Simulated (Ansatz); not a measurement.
ZrS:

```
Zr S
1.0
     0.00000    2.62500    2.62500
     2.62500    0.00000    2.62500
     2.62500    2.62500    0.00000
Zr S
1 1
Direct
  0.00000 0.00000 0.00000
  0.50000 0.50000 0.50000
```

```yaml
Program: Ansatz 0.2.0
Task: relaxation of cell and atoms
Functional: BLYP
Dispersion: D3(BJ)
Potentials_or_basis: all-electron LAPW, scalar-relativistic
Basis_error_allowed: 0.001 eV/atom
k_mesh: 9 × 9 × 9
Occupations: fermi-dirac, width 0.05 eV
Spin: no spin polarisation
```

At the start: volume 18.09 Å³/atom.

How do energy, volume and symmetry change on relaxing?

Over 5 steps the energy falls by 11.8 meV/atom and the volume is 17.38 Å³/atom (-3.9 %); space group Fm-3m (No. 225, to 0.05 Å).

The path:
| step | energy change (eV) | largest force (eV/Å) | volume (Å³) |
| --- | --- | --- | --- |
| 1 | 0.0000 | 0.0000 | 36.18 |
| 2 | -0.0151 | 0.0000 | 33.95 |
| 3 | -0.0235 | 0.0000 | 34.81 |
| 4 | -0.0236 | 0.0000 | 34.76 |
| 5 | -0.0236 | 0.0000 | 34.76 |

Final structure:
```yaml
crystal:
  lattice:
    - [0.00000, 2.59024, 2.59024]
    - [2.59024, 0.00000, 2.59024]
    - [2.59024, 2.59024, 0.00000]
  atoms:
    - { symbol: Zr, position: [0.00000, 0.00000, 0.00000] }
    - { symbol: S, position: [0.50000, 0.50000, 0.50000] }
```
